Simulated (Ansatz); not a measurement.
The system is PtSe2 (Sudovikovite).

```
Pt Se
1.0
     3.72400    0.00000    0.00000
    -1.86200    3.22508    0.00000
     0.00000    0.00000    5.06200
Pt Se
1 2
Cartesian
  0.0000 0.0000 0.0000
  1.8620 1.0750 3.7965
  0.0000 2.1501 1.2655
```

```yaml
Program: Ansatz 0.2.0
Task: relaxation of cell and atoms
Functional: LDA
Potentials_or_basis: Ansatz PAW
Cutoff: "420 eV (not typed: the program's choice for these potentials)"
k_mesh: 8 × 8 × 5
Occupations: fermi-dirac, width 0.05 eV
Spin: no spin polarisation
```

At the start: volume 20.27 Å³/atom.

Q: How do energy, volume and symmetry change on relaxing?

A: It ends after 6 steps and the volume is 19.22 Å³/atom (-5.2 %); space group P-3m1 (No. 164, to 0.05 Å).

Step by step:
| step | energy change (eV) | largest force (eV/Å) | volume (Å³) |
| --- | --- | --- | --- |
| 1 | 0.0000 | 0.1963 | 60.80 |
| 2 | -0.0115 | 0.2953 | 56.57 |
| 3 | -0.0322 | 0.0494 | 58.45 |
| 4 | -0.0332 | 0.1895 | 57.47 |
| 5 | -0.0363 | 0.0056 | 57.65 |
| 6 | -0.0356 | 0.0058 | 57.65 |

Final structure:
```
CELL_PARAMETERS angstrom
3.73834 0.00000 0.00000
-1.86917 3.23749 0.00000
0.00000 0.00000 4.76315
ATOMIC_POSITIONS crystal
Pt 0.00000 0.00000 0.00000
Se 0.66667 0.33333 0.73463
Se 0.33333 0.66667 0.26537
```

Caveat: the plane-wave basis is chosen anew once the cell has moved, so the energies of steps on either side of that aren't comparable; the PAW data sets come from PBE, with cores solved anew for the run's functional, which leaves a small shift of forces and pressure.
